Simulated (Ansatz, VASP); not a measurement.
**One calculation of In, two programs**

run.py

```python
from ase.calculators.vasp import Vasp
from ase.dft.bandgap import bandgap
from ase.spacegroup import crystal

atoms = crystal(
    ['In'],
    basis=[[0.0, 0.0, 0.0]],
    spacegroup=229,
    setting=1,
    cellpar=[3.76505048, 3.76505048, 3.76505048, 90.0, 90.0, 90.0],
    primitive_cell=True,
)
calc = Vasp(
    directory='calc',
    xc='pbe',
    pp='PBE',
    setups='recommended',
    pp_version='54',
    prec='Accurate',
    encut=520,
    ediff=1e-07,
    ismear=0,
    sigma=0.02,
    lreal=False,
    lasph=True,
    nelm=60,
    algo='Fast',
    isif=2,
    lwave=False,
    lcharg=True,
    lelf=True,
    lvhar=True,
    kpts=[10, 10, 10],
    gamma=True,
)
atoms.calc = calc

print('energy (eV):', atoms.get_potential_energy())
print('free energy (eV):', atoms.get_potential_energy(force_consistent=True))
print('forces (eV/A):')
print(atoms.get_forces())
print('stress (eV/A^3, Voigt):', atoms.get_stress())
print('Fermi level (eV):', calc.get_fermi_level())
gap, top, bottom = bandgap(calc)
print('band gap (eV):', gap, 'from (spin, k, band)', top, 'to', bottom)
```

Contents of input.yaml:

```yaml
crystal:
  lattice:
    - [-1.88252524, 1.88252524, 1.88252524]
    - [1.88252524, -1.88252524, 1.88252524]
    - [1.88252524, 1.88252524, -1.88252524]
  atoms:
    - { symbol: In, position: [0.0, 0.0, 0.0] }
hamiltonian:
  xc: pbe
  pseudopotentials: { kind: paw }
kpoints:
  mp_grid: { grid: [10, 10, 10] }
scf:
  occupations: { method: gaussian, width: 0.02 }
output:
  forces: true
  stress: true
  eigenvalues: true
```

This isn't the form of In at room conditions, which is tetragonal.

Alike in both runs: task single point; functional PBE; k mesh 10 × 10 × 10; occupations gaussian, width 0.02 eV; no spin polarisation.

|  | VASP | Ansatz |
| --- | --- | --- |
| version | VASP 6.6.1 | Ansatz 0.2.0 |
| potentials or method | VASP PAW PBE potentials, release 54 (In_d) | Ansatz PAW |
| plane-wave cutoff (eV) | 520 | 420 |
| valence electrons in the cell | 13 | 13 |

```csv
,VASP,Ansatz,Ansatz less VASP
gap on the k mesh at the Fermi level (eV),none,none,-
pressure (GPa),1.5,1.5,+0.04
```

A gap of «none» marks a metal or a gap that the smearing closes. With one functional, cell and mesh, what is left measures potentials, basis and numerics.
